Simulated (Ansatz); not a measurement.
ZrS:

```
Zr S
1.0
     0.00000    2.62500    2.62500
     2.62500    0.00000    2.62500
     2.62500    2.62500    0.00000
Zr S
1 1
Cartesian
  0.0000 0.0000 0.0000
  2.6250 2.6250 2.6250
```

* Program: Ansatz 0.2.0
* Task: relaxation of cell and atoms
* Functional: BLYP
* Dispersion: D3(BJ)
* Potentials or basis: Ansatz PAW
* Cutoff: 420 eV (not typed: the program's choice for these potentials)
* k mesh: 9 × 9 × 9
* Occupations: fermi-dirac, width 0.05 eV
* Spin: no spin polarisation

At the start: volume 18.09 Å³/atom.

**Question.** How do energy, volume and symmetry change on relaxing?

**Answer.** It ends after 5 steps and the volume is 17.37 Å³/atom (-3.9 %); space group Fm-3m (No. 225, to 0.05 Å).

Step by step:
```
step  energy change (eV)  largest force (eV/Å)  volume (Å³)
   1              0.0000                0.0000        36.18
   2             -0.0157                0.0000        33.94
   3             -0.0241                0.0000        34.81
   4             -0.0241                0.0000        34.75
   5             -0.0239                0.0000        34.75
```

Final structure:
```
CELL_PARAMETERS angstrom
0.00000 2.59005 2.59005
2.59005 0.00000 2.59005
2.59005 2.59005 0.00000
ATOMIC_POSITIONS crystal
Zr 0.00000 0.00000 0.00000
S 0.50000 0.50000 0.50000
```

Caveat: the plane-wave basis is chosen anew once the cell has moved, so the energies of steps on either side of that aren't comparable; pairwise dispersion overbinds metals, which lowers pressure and volume; the PAW data sets come from PBE, with cores solved anew for the run's functional, which leaves a small shift of forces and pressure.
